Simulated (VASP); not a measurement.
Set up this calculation in VASP 6.6.1, as the native input.

```
Task                   : single point
Functional             : PBE
Potentials or basis    : VASP PAW PBE potentials, release 64 (H)
Cutoff                 : 520 eV
k mesh                 : 2 × 2 × 3
Occupations            : fermi-dirac, width 0.05 eV
Spin                   : no spin polarisation
Dipole correction      : no
Further INCAR settings : ALGO = Normal; EDIFF = 1e-06; NBANDS = 10
```

The structure of H lies in POSCAR:

```
H
1.0
   -0.0170270000      5.2598370000      5.2520910000
    7.8499180000     -2.5887870000      2.5593750000
    2.7066140000      2.7067220000     -2.7113630000
H
4
Direct
    1.0604211605     -0.1589713361      0.9802959507
    0.9435737335      0.4644174180      0.3625735258
    0.5761677119      0.2148187564      0.4812011557
    0.4726141569      0.9311431135      0.8300382375
```

The cell was built by a generator and needn't be a form met in nature.

The input as run:

INCAR

```
ALGO = Normal
EDIFF = 1E-6
ENCUT = 520
GGA = PE
ISIF = 2
ISMEAR = -1
LASPH = True
LCHARG = False
LREAL = False
LWAVE = False
NBANDS = 10
NELM = 60
PREC = Accurate
SIGMA = 0.05
```

KPOINTS

```
k-points
0
Gamma
  2 2 3
```

Potentials or basis: VASP PAW PBE potentials, release 64 (H).

The run is started by

```console
$ cat potpaw_PBE.64/H/POTCAR > POTCAR
$ mpirun -np 1 vasp_std > vasp.out
```

It gave:

- Pressure: -0.9 GPa
- Largest force: 0.735 eV/Å
- Band gap on the k mesh: 0.09 eV, indirect (least direct gap 0.10 eV)

Caveat: the k mesh is coarse (spacing up to 0.45 Å⁻¹), so the values aren't converged; an odd mesh through Γ misses points on the zone boundary, where band edges often lie.

Wall time 18 s on 1 thread of Intel(R) Xeon(R) Platinum 8559C (Emerald Rapids), on a shared host, peak memory 0.31 GiB.
